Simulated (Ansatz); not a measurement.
A run of Ansatz 0.2.0 is set up as follows.

Contents of input.yaml:

```yaml
crystal:
  lattice:
    - [2.4719999032, 0.0, 0.0]
    - [-1.2359999516, 2.1408147143, 0.0]
    - [0.0, 0.0, 4.02114408]
  atoms:
    - { symbol: Co, position: [0.6666666667, 0.3333333333, 0.75], spin: 2.0 }
    - { symbol: Co, position: [0.3333333333, 0.6666666667, 0.25], spin: 2.0 }
kpoints:
  mp_grid: { grid: [12, 12, 7] }
scf:
  occupations: { method: fermi_dirac, width: 0.05 }
hamiltonian:
  xc: pbesol
  pseudopotentials: { kind: all_electron, lapw: { basis_error: 0.001 } }
magnetization:
  spin_polarized: true
output:
  forces: true
  stress: true
relax:
  f_tol: 0.01
  max_steps: 60
  cell: {}
```

Potentials or basis: all-electron LAPW, scalar-relativistic.

Launch:

```sh
$ ansatz run input.yaml --threads 2 --pin off --max-ram 6144MiB --backend cpu --events-out ev --progress --plain --runs-dir out
```

Task: Estimate the relaxed volume.

Result: 10.36 Å³/atom.

Task: Predict the space group after relaxing (to 0.05 Å).

Result: P6_3/mmc (No. 194).

Task: Estimate the net moment.

Result: 3.13 μB per cell.

Task: What does it give for the relaxed cell?

Result: a = 2.457 Å, b = 2.457 Å, c = 3.964 Å, α = 90.00°, β = 90.00°, γ = 120.00°.

The path:
| step | energy change (eV) | largest force (eV/Å) | volume (Å³) |
| --- | --- | --- | --- |
| 1 | 0.0000 | 0.0000 | 21.28 |
| 2 | -0.0086 | 0.0000 | 21.00 |
| 3 | -0.0114 | 0.0000 | 20.71 |
| 4 | -0.0114 | 0.0000 | 20.73 |
| 5 | -0.0114 | 0.0000 | 20.73 |
